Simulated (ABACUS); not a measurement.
Here is an ABACUS 3.10.1 calculation.

Contents of INPUT:

```
INPUT_PARAMETERS
suffix              Tc
calculation         scf
basis_type          lcao
pseudo_dir          ./
orbital_dir         ./
symmetry            1
dft_functional      wc
ecutwfc             100
pseudo_rcut         7
nspin               1
nbands              19
ks_solver           genelpa
smearing_method     fd
smearing_sigma      0.00367493
scf_thr             1e-07
scf_nmax            100
mixing_type         broyden
mixing_beta         0.7
cal_force           1
cal_stress          1
out_mul             1
```

File STRU:

```
ATOMIC_SPECIES
Tc 97.9072 Tc_ONCV_PBE-1.2.upf

NUMERICAL_ORBITAL
Tc_confined-atom_7au_3s2p2d1f.orb

LATTICE_CONSTANT
5.1778495815

LATTICE_VECTORS
1.0000000000 0.0000000000 0.0000000000
-0.5000000000 0.8660254038 0.0000000000
0.0000000000 0.0000000000 1.6051094891

ATOMIC_POSITIONS
Cartesian

Tc
0.0
2
0.5000000000 0.2886751346 1.2038321168 1 1 1
0.0000000000 0.5773502692 0.4012773723 1 1 1
```

File KPT:

```
K_POINTS
0
Gamma
11 11 6 0 0 0
```

Potentials or basis: SG15 ONCV 1.2 PBE, DZP LCAO (the cutoffs set its grid).

Launch:

```console
$ OMP_NUM_THREADS=1 mpirun -np 4 abacus > log
```

Q: Estimate the pressure.

A: -2.0 GPa.

Q: Predict the band gap on the k mesh.

A: None (metal or under the smearing width).

Stress tensor (GPa, compression positive):
```
-1.76  0.00  0.00
 0.00 -1.76  0.00
 0.00  0.00 -2.41
```

Caveat: the atomic orbitals were generated for these runs and aren't a published set; the potentials were made for another functional, which shifts forces and pressure; the basis of atomic orbitals isn't converged, which shifts pressures, moduli and gaps.
